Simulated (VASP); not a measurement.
# SnO in VASP 6.6.1, single-point calculation

INCAR

```
IBRION = -1
NBANDS = 17
LREAL = .FALSE.
LWAVE = .FALSE.
ENCUT = 520
PREC = Single
LASPH = .TRUE.
NSW = 0
NELM = 120
ISIF = 2
ISMEAR = -1
EDIFF = 1E-7
GGA = PE
SIGMA = 0.02
LCHARG = .FALSE.
```

KPOINTS

```
KPOINTS created by Atomic Simulation Environment
0
Gamma
8 8 8
0 0 0
```

POSCAR

```
Sn O
 1.0000000000000000
     3.1034067830000001    0.0000000000000000    0.0000000000000000
     0.0000000000000000    3.1034067830000001    0.0000000000000000
     0.0000000000000000    0.0000000000000000    3.1965089865000000
 Sn  O
   1   1
Cartesian
  0.0000000000000000  0.0000000000000000  0.0000000000000000
  1.5517033914999998  1.5517033914999998  1.5982544932500000
```

The recommended PBE PAW datasets give the neutral cell 20 valence electrons.

Command

```
mpirun -np 1 vasp_std
```

OSZICAR

```
N       E                     dE             d eps       ncg     rms          rms(c)
DAV:   1     0.147736117803E+03    0.14774E+03   -0.10491E+04  2637   0.181E+03
DAV:   2     0.145126629605E+01   -0.14628E+03   -0.13928E+03  2823   0.395E+02
DAV:   3    -0.115150616694E+02   -0.12966E+02   -0.12839E+02  2790   0.103E+02
DAV:   4    -0.117842296413E+02   -0.26917E+00   -0.26900E+00  3026   0.155E+01
DAV:   5    -0.117908385683E+02   -0.66089E-02   -0.66084E-02  3198   0.239E+00    0.812E+00
DAV:   6    -0.101692415251E+02    0.16216E+01   -0.11589E+01  3132   0.425E+01    0.526E+00
DAV:   7    -0.985664972118E+01    0.31259E+00   -0.19164E+00  3124   0.792E+00    0.133E+00
DAV:   8    -0.982872433226E+01    0.27925E-01   -0.17447E-01  2905   0.333E+00    0.227E-01
DAV:   9    -0.982821777870E+01    0.50655E-03   -0.48170E-03  3266   0.712E-01    0.953E-02
DAV:  10    -0.982830468583E+01   -0.86907E-04   -0.60726E-04  3335   0.346E-01    0.380E-02
DAV:  11    -0.982827923182E+01    0.25454E-04   -0.21775E-04  3141   0.198E-01    0.278E-02
DAV:  12    -0.982826735638E+01    0.11875E-04   -0.25409E-05  3056   0.525E-02    0.248E-03
DAV:  13    -0.982826751661E+01   -0.16023E-06   -0.15574E-06  3101   0.103E-02    0.191E-03
DAV:  14    -0.982826724800E+01    0.26861E-06   -0.13863E-07  1959   0.305E-03    0.365E-04
DAV:  15    -0.982826721811E+01    0.29894E-07   -0.14294E-08  1429   0.121E-03
   1 F= -.98282672E+01 E0= -.98278720E+01  d E =-.790482E-03
```

Standard output (part)

```
POSCAR found type information on POSCAR SnO
 POSCAR found :  2 types and       2 ions
 LDA part: xc-table for (Slater+PW92), standard interpolation
 POSCAR, INCAR and KPOINTS ok, starting setup
 WAVECAR not read
 entering main loop
```

From OUTCAR

```
k-points           NKPTS =     75   k-points in BZ     NKDIM =     75   number of bands    NBANDS=     17

   NELECT =      20.0000    total number of electrons

   dimension x,y,z NGX =    24 NGY =   24 NGZ =   24
   dimension x,y,z NGXF=    24 NGYF=   24 NGZF=   24

  energy-cutoff  :      520.00
  volume of cell :       30.79
      direct lattice vectors                 reciprocal lattice vectors
     3.103406783  0.000000000  0.000000000     0.322226530  0.000000000  0.000000000
     0.000000000  3.103406783  0.000000000     0.000000000  0.322226530  0.000000000
     0.000000000  0.000000000  3.196508987     0.000000000  0.000000000  0.312841292

 k-points in reciprocal lattice and weights: KPOINTS created by Atomic Simulation Env
   0.00000000  0.00000000  0.00000000       0.002
   0.12500000  0.00000000  0.00000000       0.008
   0.25000000  0.00000000  0.00000000       0.008
   0.37500000  0.00000000  0.00000000       0.008
   0.50000000  0.00000000  0.00000000       0.004
   0.12500000  0.12500000  0.00000000       0.008
   0.25000000  0.12500000  0.00000000       0.016
   0.37500000  0.12500000  0.00000000       0.016
   ...

 E-fermi :   8.0475

 k-point     1 :       0.0000    0.0000    0.0000
  band No.  band energies     occupation
      1     -13.7501      2.00000
      2     -13.7108      2.00000
      3     -13.3843      2.00000
      4     -13.3843      2.00000
      5     -13.3760      2.00000
      6      -9.8812      2.00000
      7       0.5129      2.00000
      8       5.3607      2.00000
      9       5.6809      2.00000
     10       5.6809      2.00000
     11      15.5666      0.00000
     12      15.8190      0.00000
     13      16.0964      0.00000
     14      16.0964      0.00000
     15      16.2704      0.00000
     16      26.6426      0.00000
     17      27.1799      0.00000

 k-point     2 :       0.1250    0.0000    0.0000
  band No.  band energies     occupation
      1     -13.7287      2.00000
      2     -13.6896      2.00000
      3     -13.3986      2.00000
      4     -13.3897      2.00000
      5     -13.3831      2.00000
      6      -9.7913      2.00000
      7       0.3653      2.00000
      8       5.4696      2.00000
      9       5.6823      2.00000
     10       5.7765      2.00000
     11      13.7025      0.00000
     12      15.4652      0.00000
     13      16.0427      0.00000
     14      16.1146      0.00000
     15      18.5542      0.00000
     16      25.6955      0.00000
     17      26.2037      0.00000

 k-point     3 :       0.2500    0.0000    0.0000
  band No.  band energies     occupation
      1     -13.7153      2.00000
      2     -13.6002      2.00000
      3     -13.4328      2.00000
      4     -13.4227      2.00000
      5     -13.3803      2.00000
      6      -9.5604      2.00000
      7      -0.0271      2.00000
      8       5.7468      2.00000
      9       5.8310      2.00000
     10       6.0175      2.00000
     11      11.3991      0.00000
     12      15.1691      0.00000
     13      15.8676      0.00000
     14      16.6952      0.00000
     15      20.9495      0.00000
     16      23.1197      0.00000
     17      25.2542      0.00000

 ...

  Total        0.2029840      0.2029840     -0.4892377      0.0000000      0.0000000     -0.0000000
  in kB       10.5637731     10.5637731    -25.4610987      0.0000000      0.0000000     -0.0000000
  external PRESSURE =      -1.4445175 kB  Pullay stress =       0.0000000 kB

 POSITION                                       TOTAL-FORCE (eV/Angst)
 -----------------------------------------------------------------------------------
      0.00000      0.00000      0.00000         0.000000      0.000000      0.000000
      1.55170      1.55170      1.59825         0.000000      0.000000      0.000000
 -----------------------------------------------------------------------------------
    total drift:                                0.000000      0.000000     -0.000000

  FREE ENERGIE OF THE ION-ELECTRON SYSTEM (eV)
  ---------------------------------------------------
  free  energy   TOTEN  =        -9.8282672181 eV

  energy  without entropy=       -9.8274767361  energy(sigma->0) =       -9.82787198
```

It converged. Results: gap between bands v and c on the k mesh -0.17 eV (bands overlap: a metal); least direct gap on the k mesh 0.03 eV; pressure -0.1 GPa. Band v is the last that the valence electrons fill when counted band by band, and c is the next.

For comparison, a separate PBE run of the intended cell, on usual settings and not on those above, gives a gap of -0.17 eV on its mesh and a pressure of -0.2 GPa.

The run above took about 9.5 s on one core of a shared host (Intel Xeon 6975P-C) and held 0.14 GiB at most.
